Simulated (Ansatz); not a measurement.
## Stack of 1T-SiSSe under Y2COS MXene, shifted by a third of the diagonal in a perpendicular field

Wanted: the out-of-plane response of the stack of 1T-SiSSe under Y2COS MXene, shifted by a third of the diagonal. A positive field points along +c.

Main program and level: Ansatz 0.2.0; plane-wave DFT, PBE-D3(BJ), Ansatz PAW, in the first sound run; inputs show where later runs differ.

### Step 1. The starting structure

The cell holds 8 atoms: 1 Se, 1 Si, 2 S, 2 Y, 1 C and 1 O. Cell: a = 3.441 Å, b = 3.441 Å, c = 52.621 Å, α = 90.0°, β = 90.0°, γ = 120.0°. Regions: layer 1: 1T-SiSSe, 3 atoms (1 Se, 1 Si and 1 S); layer 2: Y2COS MXene, 5 atoms (1 S, 2 Y, 1 C and 1 O). Vacuum lies along c.

### Step 2. Relaxation

The starting cell is a guess, so the in-plane lattice and the atoms are relaxed first, with the slab cut off from its images along the normal.

input.yaml

```yaml
crystal:
  lattice:
    - [3.44138, 0.0, 0.0]
    - [-1.72069, 2.9803225041, 0.0]
    - [0.0, 0.0, 52.6208637055]
  atoms:
    - { symbol: Se, position: [0.6666666667, 0.3333333333, 0.3971808619] }
    - { symbol: Si, position: [0.0, 0.0, 0.4167399518] }
    - { symbol: S, position: [0.3333333333, 0.6666666667, 0.433737529] }
    - { symbol: S, position: [0.6666666667, 0.3333333333, 0.490749136] }
    - { symbol: "Y", position: [0.0, 0.0, 0.526736238] }
    - { symbol: C, position: [0.3333333333, 0.6666666667, 0.5528139445] }
    - { symbol: "Y", position: [0.6666666667, 0.3333333333, 0.5788916511] }
    - { symbol: O, position: [0.0, 0.0, 0.6028191381] }
  periodic: [true, true, false]
kpoints:
  mp_grid: { grid: [12, 12, 1] }
hamiltonian:
  xc: pbe
  dispersion: d3bj
scf:
  occupations: { method: fermi_dirac, width: 0.05 }
  convergence: { dr2_threshold: 1.0e-09 }
relax:
  f_tol: 0.004
  max_steps: 90
  cell: {}
output:
  write_potential: true
  write_density: true
  volumetric_format: npy
```

The run is started by

```sh
> ansatz run input.yaml --threads 4 --pin off --max-ram 6144MiB --backend cpu --events-out ev --progress --plain --runs-dir out
```

Numbers of over 12 decimals in the logs are rounded to 6 here.

The log of the run:

```text
Warning: relax.cell: scf.convergence.dr2_threshold = 1e-9 eV is looser than the 1.84540844846e-10 eV advised for a relaxation that steers and ends on the stress (1e-10 eV for each atom of the cell: 8, times the square of relax.cell.stress_2d_tol = 0.05 N/m over 20.8 Å (the atoms' height at the walk's start and 5 Å past either face), 2.401e-2 GPa, over a crystal's default 0.05). What an SCF threshold leaves in a stress goes as its square root, and in the free energy as the threshold itself, and one threshold admits the most on a small cell: [figures from the program's tests cut] Set scf.convergence.dr2_threshold to 1.84540844846e-10 eV or tighter. [rest of the remark cut]
Engine: ansatz 0.2.0, aarch64-unknown-linux-gnu
Pseudopotentials: kind: paw
Pseudopotential: Se, paw, valence charge 16, recommended cutoff 420 eV (normal), Se.paw.azcp
Pseudopotential: Si, paw, valence charge 4, recommended cutoff 420 eV (normal), Si.paw.azcp
Pseudopotential: S, paw, valence charge 6, recommended cutoff 420 eV (normal), S.paw.azcp
Pseudopotential: Y, paw, valence charge 11, recommended cutoff 420 eV (normal), Y.paw.azcp
Pseudopotential: C, paw, valence charge 4, recommended cutoff 420 eV (normal), C.paw.azcp
Pseudopotential: O, paw, valence charge 6, recommended cutoff 420 eV (normal), O.paw.azcp
Functional definition: PBE
  parameter kappa = 0.804
  parameter beta = 0.066725
  exchange = pbe_x(kappa = kappa, mu = beta*pi^2/3)
  correlation = pbe_c(beta = beta)
Crystal: 8 atoms, lattice volume = 539.702 Å³
Basis set: ecut = 420 eV, 10495 PW (Γ), exchange–correlation on 48×48×720 points (8 copies of the dense FFT grid, shifted against one another)
Bands: 40, of which v1, the nominal top of the filled ones, is band 32 counted from 1 (31 counted from 0)
Symmetry: 6 space group operations
Space group: P3m1 (ITA 156), of the structure as read, at distance tolerance 8.1e-5 Å
k-points: 19 of 144 (time reversal used)
Non-local potential: Se, projectors of the file, l = 0: 2, l = 1: 2, l = 2: 3, l = 3: 1
Non-local potential: Si, projectors of the file, l = 0: 2, l = 1: 2, l = 2: 2
Non-local potential: S, projectors of the file, l = 0: 2, l = 1: 2, l = 2: 2
Non-local potential: Y, projectors of the file, l = 0: 3, l = 1: 2, l = 2: 2, l = 3: 1
Non-local potential: C, projectors of the file, l = 0: 2, l = 1: 2, l = 2: 1
Non-local potential: O, projectors of the file, l = 0: 2, l = 1: 2, l = 2: 1
PAW form: soft (Blöchl's): semilocal exchange-correlation on the pseudo side does not see the compensation charge
PAW one-centre angular grid: Se, 590 points (default); XC on 64 Gauss nodes
PAW one-centre angular grid: Si, 110 points (default); XC on 64 Gauss nodes
PAW one-centre angular grid: S, 110 points (default); XC on 64 Gauss nodes
PAW one-centre angular grid: Y, 590 points (default); XC on 64 Gauss nodes
PAW one-centre angular grid: C, 110 points (default); XC on 64 Gauss nodes
PAW one-centre angular grid: O, 110 points (default); XC on 64 Gauss nodes
Initial density: superposition of atomic densities (neutral atoms: chi_scale 0, normalization atom), corrected by the library's trained network
Initial wavefunctions: pseudopotential atomic-orbital guess
Functional: x = pbe(κ = 0.804, μ = 0.219515), c = pbe(β = 0.066725)
SCF iter   1: F=—  HF=-16428.461187 eV  |F-HF|=—  |Δ(HF+E_count)|=         —  Δρ=1.58e-2  dr2=5.20e1  ethr=1.77e-3  ⟨swp⟩=14.7  Hψ=5511  notcnv=0  defer=22
preconditioner: auto → LDOS  [metal: Δε(μ)=0.064 eV  Ē_g=12.896 eV  σ=0.050 eV  W_gap=0.28  n_scr=32 (ndim 8)  ℏωp=11.3 eV  f_vac=0.730  D(μ)=4.00/eV (n_scr^D=18)  β→1.0]
SCF iter   2: F=—  HF=-16432.334146 eV  |F-HF|=—  |Δ(HF+E_count)|=    3.87e0  Δρ=7.95e-2  dr2=4.69e2  ethr=1.77e-3  ⟨swp⟩=4.3  Hψ=1661  notcnv=0  defer=39  recentre
SCF iter   3: F=—  HF=-16428.132649 eV  |F-HF|=—  |Δ(HF+E_count)|=    4.20e0  Δρ=1.12e-2  dr2=2.67e1  ethr=1.77e-3  ⟨swp⟩=3.7  Hψ=1562  notcnv=0  defer=10
SCF iter   4: F=—  HF=-16427.919419 eV  |F-HF|=—  |Δ(HF+E_count)|=   2.13e-1  Δρ=6.18e-3  dr2=9.69e-1  ethr=1.77e-3  ⟨swp⟩=2.3  Hψ=1068  notcnv=0  defer=31
SCF iter   5: F=—  HF=-16427.867052 eV  |F-HF|=—  |Δ(HF+E_count)|=   5.24e-2  Δρ=3.32e-3  dr2=7.89e-1  ethr=1.51e-3  ⟨swp⟩=2.4  Hψ=992  notcnv=0  defer=37
SCF iter   6: F=—  HF=-16427.857512 eV  |F-HF|=—  |Δ(HF+E_count)|=   9.54e-3  Δρ=1.77e-3  dr2=2.79e-1  ethr=1.23e-3  ⟨swp⟩=1.5  Hψ=877  notcnv=0  defer=35
SCF iter   7: F=—  HF=-16427.853220 eV  |F-HF|=—  |Δ(HF+E_count)|=   4.29e-3  Δρ=3.10e-4  dr2=2.10e-2  ethr=4.36e-4  ⟨swp⟩=1.6  Hψ=904  notcnv=0  defer=41
SCF iter   8: F=—  HF=-16427.853810 eV  |F-HF|=—  |Δ(HF+E_count)|=   5.90e-4  Δρ=3.94e-4  dr2=3.89e-3  ethr=3.28e-5  ⟨swp⟩=2.2  Hψ=975  notcnv=0  defer=42
SCF iter   9: F=—  HF=-16427.853613 eV  |F-HF|=—  |Δ(HF+E_count)|=   1.97e-4  Δρ=1.64e-4  dr2=8.73e-4  ethr=6.08e-6  ⟨swp⟩=1.8  Hψ=839  notcnv=0  defer=42
SCF iter  10: F=—  HF=-16427.853592 eV  |F-HF|=—  |Δ(HF+E_count)|=   2.04e-5  Δρ=8.04e-5  dr2=2.22e-4  ethr=1.36e-6  ⟨swp⟩=2.3  Hψ=1004  notcnv=0  defer=42
SCF iter  11: F=—  HF=-16427.853583 eV  |F-HF|=—  |Δ(HF+E_count)|=   9.16e-6  Δρ=2.32e-5  dr2=6.80e-6  ethr=3.47e-7  ⟨swp⟩=2.3  Hψ=974  notcnv=0  defer=42
SCF iter  12: F=—  HF=-16427.853546 eV  |F-HF|=—  |Δ(HF+E_count)|=   3.68e-5  Δρ=7.18e-6  dr2=6.30e-7  ethr=1.06e-8  ⟨swp⟩=2.8  Hψ=1396  notcnv=0  defer=42
SCF iter  13: F=—  HF=-16427.853401 eV  |F-HF|=—  |Δ(HF+E_count)|=   1.45e-4  Δρ=2.33e-6  dr2=1.41e-7  ethr=9.85e-10  ⟨swp⟩=3.2  Hψ=1455  notcnv=0  defer=42
SCF iter  14: F=—  HF=-16427.853401 eV  |F-HF|=—  |Δ(HF+E_count)|=   1.92e-8  Δρ=8.82e-7  dr2=7.17e-9  ethr=2.20e-10  ⟨swp⟩=2.8  Hψ=1215  notcnv=0  defer=42
SCF iter  15: F=—  HF=-16427.853401 eV  |F-HF|=—  |Δ(HF+E_count)|=   1.75e-8  Δρ=3.77e-7  dr2=1.17e-9  ethr=1.12e-11  ⟨swp⟩=3.5  Hψ=1710  notcnv=0  defer=42
SCF iter  16: F=-16427.853401 eV  HF=-16427.853401 eV  |F-HF|=1.48e-9  |Δ(HF+E_count)|=   1.25e-8  Δρ=1.18e-7  dr2=2.62e-10  ethr=1.56e-12  ⟨swp⟩=11.3  Hψ=5731  notcnv=0
SCF 1 converged in 16 iterations: F = -16427.853401 eV  dr2 = 2.62e-10
  greatest PAW one-centre occupation: 1.000 electrons in one spin orbital (limit 2), on the Se atom at site 0 (counted from 0), in its partial waves of l = 2
relax step   1: F+E_penalty+E_count = -16427.85340135 eV  Δ(F+E_penalty+E_count) = +0.000e0 eV  max|allowed force component| = 5.717e0 eV/Å  Δτ_max = 0.0000 Å  P = +21.564 N/m  Ω = 539.702 Å³  fix = [c, alpha, beta]  reactions: c +0.000 N/m  (16 SCF iters, accepted)
Crystal: 8 atoms, lattice volume = 546.408 Å³
[...]
relax step   6: F+E_penalty+E_count = -16431.52223566 eV  Δ(F+E_penalty+E_count) = -2.783e-3 eV  max|allowed force component| = 8.735e-2 eV/Å  Δτ_max = 0.0165 Å  P = +0.171 N/m  Ω = 561.830 Å³  energy of the carried Pulay correction = -4.444e-3 eV  fix = [c, alpha, beta]  reactions: c +0.000 N/m  (11 SCF iters, accepted)
relax step   7: F+E_penalty+E_count = -16431.52270778 eV  Δ(F+E_penalty+E_count) = -4.721e-4 eV  max|allowed force component| = 2.936e-2 eV/Å  Δτ_max = 0.0117 Å  P = -0.026 N/m  Ω = 562.480 Å³  energy of the carried Pulay correction = -4.572e-3 eV  fix = [c, alpha, beta]  reactions: c -0.000 N/m  (10 SCF iters, accepted)
relax step   8: F+E_penalty+E_count = -16431.52282593 eV  Δ(F+E_penalty+E_count) = -1.182e-4 eV  max|allowed force component| = 3.022e-3 eV/Å  Δτ_max = 0.0038 Å  P = -0.011 N/m  Ω = 562.296 Å³  energy of the carried Pulay correction = -4.535e-3 eV  fix = [c, alpha, beta]  reactions: c -0.000 N/m  (10 SCF iters, accepted)
relax step   9: F+E_penalty+E_count = -16431.52851347 eV  Δ(F+E_penalty+E_count) = -5.688e-3 eV  max|allowed force component| = 3.095e-3 eV/Å  Δτ_max = 0.0000 Å  P = +0.086 N/m  Ω = 562.296 Å³  fix = [c, alpha, beta]  reactions: c +0.000 N/m  stress off target by 8.61e-2 N/m on what of the cell is left free  SCF on the basis re-selected at this cell (its energy is not comparable with the rows above)  (8 SCF iters)
relax step  10: F+E_penalty+E_count = -16431.52845194 eV  Δ(F+E_penalty+E_count) = +6.153e-5 eV  max|allowed force component| = 4.374e-3 eV/Å  Δτ_max = 0.0014 Å  P = -0.009 N/m  Ω = 562.717 Å³  energy of the carried Pulay correction = -8.044e-5 eV  fix = [c, alpha, beta]  reactions: c -0.000 N/m  (8 SCF iters, accepted)
relax step  11: F+E_penalty+E_count = -16431.52846344 eV  Δ(F+E_penalty+E_count) = -1.151e-5 eV  max|allowed force component| = 2.607e-4 eV/Å  Δτ_max = 0.0006 Å  P = -0.001 N/m  Ω = 562.669 Å³  energy of the carried Pulay correction = -7.130e-5 eV  fix = [c, alpha, beta]  reactions: c -0.000 N/m  (7 SCF iters, accepted)
iter 1 solved again at ethr=6.53e-7 eV; its pass at ethr=3.10e-3 eV (dr2=4.18e-4 eV) is discarded
SCF iter   1: F=—  HF=-16431.527881 eV  |F-HF|=—  |Δ(HF+E_count)|=         —  Δρ=2.10e-5  dr2=8.18e-8  ethr=6.53e-7  ⟨swp⟩=5.4  Hψ=8266  notcnv=0
eigensolver tolerance schedule: the retry pair's looser diagonalisation over-reported the residual by 5107.29 of it (diagonalisation noise at an unbounded share of the residual, at the tolerance the schedule requests for it); recorded, not acted on — ethr = c·dr2/N_el stays at c = 1.0e-1
SCF iter   2: F=—  HF=-16431.528548 eV  |F-HF|=—  |Δ(HF+E_count)|=   6.67e-4  Δρ=3.35e-6  dr2=2.20e-7  ethr=1.28e-10  ⟨swp⟩=5.6  Hψ=2880  notcnv=0
SCF iter   3: F=—  HF=-16431.528548 eV  |F-HF|=—  |Δ(HF+E_count)|=   2.66e-8  Δρ=1.35e-6  dr2=5.44e-8  ethr=1.28e-10  ⟨swp⟩=3.1  Hψ=1462  notcnv=0
SCF iter   4: F=—  HF=-16431.528548 eV  |F-HF|=—  |Δ(HF+E_count)|=   1.44e-7  Δρ=4.41e-7  dr2=3.24e-9  ethr=8.49e-11  ⟨swp⟩=3.0  Hψ=1224  notcnv=0
SCF iter   5: F=-16431.528548 eV  HF=-16431.528548 eV  |F-HF|=7.23e-8  |Δ(HF+E_count)|=   6.85e-8  Δρ=1.09e-7  dr2=6.02e-11  ethr=1.56e-12  ⟨swp⟩=15.4  Hψ=7069  notcnv=0
SCF 12 converged in 5 iterations: F = -16431.528548 eV  dr2 = 6.02e-11
relax step  12: F+E_penalty+E_count = -16431.52854777 eV  Δ(F+E_penalty+E_count) = -8.433e-5 eV  max|allowed force component| = 2.603e-4 eV/Å  Δτ_max = 0.0000 Å  P = -0.000 N/m  Ω = 562.669 Å³  fix = [c, alpha, beta]  reactions: c -0.000 N/m  stress off target by 1.92e-5 N/m on what of the cell is left free  SCF on the basis re-selected at this cell (its energy is not comparable with the rows above)  (5 SCF iters)
basis re-selected at this cell: Δ(F+E_penalty+E_count) = -8.433e-5 eV, ΔP = +0.001 N/m vs the last step (what re-selecting the basis moved, of the pressure what is left beyond the Pulay correction that the steps carried, after the strain that the cell walked since its last selection, with what the two solves' SCF thresholds leave and, on support functions, any second-order correction that the steps lacked; it is no m [...]
WARN: The output density's exchange-correlation potential varies sharply where the density is thin. Do not read a vacuum level from v_tot or v_xc, or from such a field of the output density. On a cell that repeats whose density bears no net charge and no dipole along the vacuum's axis use v_es (v_loc + v_h of the components); under efield.dipole_correction with no amplitude use v_es + v_field, which holds any externa [...]
SCF converged after 5 iterations
Free energy (F): -16431.528548 eV
Harris-Foulkes:  -16431.528548 eV  (|F-HF|=7.23e-8)
Internal energy: -16431.500419 eV  (E = F + TS)
E sigma→0 (E₀):  -16431.514484 eV
Entropy (-TS):   -0.028128 eV (-3.516 meV/atom)
Fermi energy:    -5.659906 eV
--- Per-component energies (eV) ---
  E_band       = -1434.321207
  E_kinetic    = 1249.503648
  E_local      = -296593.026599  (includes V_loc(G=0)·N_el)
  E_nonlocal   = -340.211215
  E_hartree    = 147532.731925
  E_xc         = -824.787894
  E_vxc        = -875.255909  (∫ρ·V_xc dr)
  E_paw        = -9531.321979  (= ΣΔE_a)
  E_vpaw       = 59.201364  (= ΣTr[D̂ρ^β])
  E_aug_tail   = 0.001856  (compensation charges beyond the density's cutoff)
  E_ewald      = 142077.729433
  E_disp       = -2.119594  (pairwise vdW)
  E_smearing   = -0.028128  (= −TS)
  E_closure    = -0.000000  (closes the sum)
  Σ components = -16431.528548   (vs F -16431.528548, Δ=0.00e0)
--- Forces (eV/Å), atoms counted from 1 ---
  atom   1  Se     0.00000000     0.00000000     0.00013994
  atom   2  Si    -0.00000000     0.00000000     0.00022919
  atom   3  S      0.00000000    -0.00000000    -0.00026011
  atom   4  S      0.00000000    -0.00000000    -0.00015780
  atom   5  Y      0.00000000     0.00000000     0.00010143
  atom   6  C      0.00000000     0.00000000     0.00009269
  atom   7  Y      0.00000000     0.00000000     0.00000408
  atom   8  O      0.00000000    -0.00000000    -0.00014793
  max |Σ_I F_I| component: 1.50e-6 eV/Å
--- 2D stress c σ (N/m, compression-positive) ---
       -0.000019      -0.000000       0.000000
       -0.000000      -0.000019      -0.000000
        0.000000      -0.000000      -0.000000
  P = ½ c Tr σ = -0.0000 N/m
--- Band table (eV; the first three rows and the last of 19) ---
  k-point 0: bands = [... 28 lower, -6.1210, -6.1210, -5.5009, -4.6875, -4.6875, -3.6455, -2.4431, -1.7973, ... 4 higher]
  k-point 1: bands = [... 28 lower, -6.2860, -6.0491, -5.4243, -5.0213, -4.8112, -3.2528, -2.0093, -1.7881, ... 4 higher]
  k-point 2: bands = [... 28 lower, -6.2895, -6.0284, -5.9846, -5.2557, -5.0659, -3.1977, -2.1469, -1.6080, ... 4 higher]
  k-point 18: bands = [... 28 lower, -7.1366, -6.7440, -6.4172, -6.3705, -6.1321, -3.2995, -1.5792, -0.7680, ... 4 higher]
  the weakly bound empty levels are not read free of the cell's end (no_gap_told)
--- Relaxed structure (10 steps of the walk, 10 accepted, 2 SCFs on fresh bases) ---
  F+E_penalty+E_count = -16431.52854777 eV   max|allowed force component| = 2.603e-4 eV/Å   (the final SCF, on the basis selected at the relaxed cell)
  cell:  # Å, volume = 562.6691 Å³
    - [3.513842, 0, 0]
    - [-1.756921, 3.043076, 0]
    - [0, 0, 52.6208637055]
  atoms:
    - { symbol: Se, position: [0.666667, 0.333333, 0.391006] }
    - { symbol: Si, position: [2.00544049407339e-17, -9.251858538489123e-17, 0.418121] }
    - { symbol: S, position: [0.333333, 0.666667, 0.442102] }
    - { symbol: S, position: [0.666667, 0.333333, 0.491433] }
    - { symbol: Y, position: [1.1885335696434981e-17, -9.251858538489048e-17, 0.523950] }
    - { symbol: C, position: [0.333333, 0.666667, 0.550001] }
    - { symbol: Y, position: [0.666667, 0.333333, 0.584451] }
    - { symbol: O, position: [9.08565180777287e-18, -9.251858538489102e-17, 0.598605] }
```

Elapsed: 2.9 min, on 4 threads of Arm Neoverse V1, shared host; peak memory 1.1 GiB; 11 min of CPU time.

Step by step:

| step | energy less that of the first step (eV) | largest force component (eV/Å) | volume (Å³) |
| --- | --- | --- | --- |
| 1 | 0.0000 | 5.7172 | 539.70 |
| 2 | -2.4945 | 3.3357 | 546.41 |
| 3 | -3.5649 | 1.0035 | 547.26 |
| 4 | -3.6586 | 0.1401 | 555.47 |
| 5 | -3.6661 | 0.1685 | 563.97 |
| 6 | -3.6688 | 0.0873 | 561.83 |
| 7 | -3.6693 | 0.0294 | 562.48 |
| 8 | -3.6694 | 0.0030 | 562.30 |
| 9* | -3.6751 | 0.0031 | 562.30 |
| 10 | -3.6751 | 0.0044 | 562.72 |
| 11 | -3.6751 | 0.0003 | 562.67 |
| 12* | -3.6751 | 0.0003 | 562.67 |

Relaxation steps marked * repeat the geometry before them on a plane-wave basis chosen anew for their cell, so energy and pressure can jump there.

Forces are held to the 6 operations that the run works with; a distortion that breaks them can't arise in this run.

| cell as run | before | after | change |
| --- | --- | --- | --- |
| a (Å) | 3.441 | 3.514 | +2.1 % |
| b (Å) | 3.441 | 3.514 | +2.1 % |

The atoms that moved most (Å, along periodic axes as changes of fractional coordinates times the final cell, across vacuum about the mean position):

| atom | dx | dy | dz | length |
| --- | --- | --- | --- | --- |
| S3 | 0.000 | 0.000 | 0.440 | 0.440 |
| Se1 | 0.000 | 0.000 | -0.325 | 0.325 |
| Y7 | 0.000 | 0.000 | 0.293 | 0.293 |
| O8 | 0.000 | 0.000 | -0.222 | 0.222 |
| C6 | 0.000 | 0.000 | -0.148 | 0.148 |
| Y5 | 0.000 | 0.000 | -0.147 | 0.147 |
| Si2 | 0.000 | 0.000 | 0.073 | 0.073 |
| S4 | 0.000 | 0.000 | 0.036 | 0.036 |

Numbers from this step:

| Quantity | Value |
| --- | --- |
| energy at zero smearing | -16431.5145 eV |

The lattice constant a goes from 3.441 to 3.514 Å.

[end of part 1 of 3]

[Logs are printed without paths, hosts, clocks, repeated set-up lines and the standing remarks that a program may print on its own settings, such as how far it seeks lower states.]

[Hosts, paths, dates, database ids (printed as entryN), source tags and the programs' standing remarks are cut or masked in the printed files.]

[Maps of the electrostatic potential energy from Ansatz leave out the sawtooth potential of an applied field or a dipole correction, so their vacuum need not be flat; planar profiles and work functions include it.]
